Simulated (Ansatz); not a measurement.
**HfB2: response to strain**

HfB2 is deformed so: equal xy, yz and zx engineering shear strains of -1 %. What stress and forces result, by LAPW, PAW and all-electron datasets made for the crystal?

Program: Ansatz 0.2.0. Level of theory: DFT PBE, scalar-relativistic. These are calculated values, not measurements.

**1. The structure to begin with**

It takes space group P6/mmm (No. 191, hexagonal). The conventional cell has a = 3.140 Å, b = 3.140 Å, c = 3.480 Å, α = 90.00°, β = 90.00°, γ = 120.00°. Hf (site symmetry 6/mmm) is surrounded by 12 B at 2.51 Å. B (site symmetry -6m2) has 3 B at 1.81 Å and 6 Hf at 2.51 Å as nearest neighbours.

Structure file:

```cif
data_structure
_symmetry_space_group_name_H-M 'P6/mmm'
_symmetry_Int_Tables_number 191
_cell_length_a 3.1400
_cell_length_b 3.1400
_cell_length_c 3.4800
_cell_angle_alpha 90.000
_cell_angle_beta 90.000
_cell_angle_gamma 120.000
_cell_volume 29.71
loop_
_atom_site_label
_atom_site_type_symbol
_atom_site_symmetry_multiplicity
_atom_site_Wyckoff_symbol
_atom_site_fract_x
_atom_site_fract_y
_atom_site_fract_z
_atom_site_occupancy
Hf1 Hf 1 a 0.00000 0.00000 0.00000 1
B1 B 2 d 0.33333 0.66667 0.50000 1
```

The file gives the conventional cell by its symmetry; the runs use the cell typed in the input.

Atoms are numbered in the order of the input: Hf1, B2, B3.

**2. After the deformation**

Space group P6/mmm before, P-1 after.

**3. Full-potential LAPW**

input.yaml

```yaml
crystal:
  lattice:
    - [3.1400001005, -0.0157000005, -0.0157000005]
    - [-1.5835966496, 2.7271698552, -0.005746599]
    - [-0.0174, -0.0174, 3.48]
  atoms:
    - { symbol: Hf, position: [0.0, 0.0, 0.0] }
    - { symbol: B, position: [0.3333333333, 0.6666666667, 0.5] }
    - { symbol: B, position: [0.6666666667, 0.3333333333, 0.5] }
kpoints:
  mp_grid: { grid: [13, 13, 11] }
  band_path:
    path:
      - [0.0, 0.0, 0.0]
      - [0.0, 0.0, 0.5]
      - [-0.5, 0.5, 0.0]
      - [0.0, 0.0, 0.0]
      - [0.0, -0.5, 0.0]
      - [-0.5, 0.0, 0.5]
      - [0.0, 0.0, 0.0]
      - [-0.5, 0.0, 0.0]
      - [0.0, -0.5, 0.5]
    npoints: 5
scf:
  occupations: { method: fermi_dirac, width: 0.05 }
hamiltonian:
  xc: pbe
  pseudopotentials: { kind: all_electron, lapw: { basis_error: 0.0005 } }
output:
  forces: true
  stress: true
  eigenvalues: true
```

Started as:

```
$ ansatz run input.yaml --threads 1 --pin off --max-ram 6144MiB --backend cpu --events-out ev --progress --plain --runs-dir out
```

**4. Frozen-core PAW**

input.yaml

```yaml
crystal:
  lattice:
    - [3.1400001005, -0.0157000005, -0.0157000005]
    - [-1.5835966496, 2.7271698552, -0.005746599]
    - [-0.0174, -0.0174, 3.48]
  atoms:
    - { symbol: Hf, position: [0.0, 0.0, 0.0] }
    - { symbol: B, position: [0.3333333333, 0.6666666667, 0.5] }
    - { symbol: B, position: [0.6666666667, 0.3333333333, 0.5] }
kpoints:
  mp_grid: { grid: [13, 13, 11] }
scf:
  occupations: { method: fermi_dirac, width: 0.05 }
hamiltonian:
  xc: pbe
  pseudopotentials: { kind: paw }
output:
  forces: true
  stress: true
  eigenvalues: true
  efg: { contact_densities: true }
  write_density: true
  write_potential: true
  elf: true
  volumetric_format: npy
```

**5. Datasets made for this crystal**

Edit input.yaml of step 4 so:

```diff
@@ -15,3 +15,3 @@
   xc: pbe
-  pseudopotentials: { kind: paw }
+  pseudopotentials: { kind: all_electron, datasets: crystal }
 output:
@@ -21,5 +21 @@
   efg: { contact_densities: true }
-  write_density: true
-  write_potential: true
-  elf: true
-  volumetric_format: npy
```

(Steps that only read results are left out.)

What does the calculation give? Wanted: pressure; largest shear or deviatoric stress.

As calculated:

| quantity | value |
| --- | --- |
| pressure | LAPW 1.52, PAW 1.44, crystal datasets 1.52 GPa |
| largest shear or deviatoric stress (LAPW) | 2.76 GPa |

In words: The largest part of the stress beyond the pressure is 2.76 GPa in size, in the xy component; the atoms are carried along and not relaxed. No run of the undeformed cell stands beside it, so the pressure holds what the given cell had before the change. PAW: stress within 0.14 GPa of LAPW. Crystal datasets: stress within 0.01 GPa of LAPW. Spin-orbit coupling is left out, though the cell holds Hf; in elements this heavy it can shift bands and gaps by tenths of an eV.
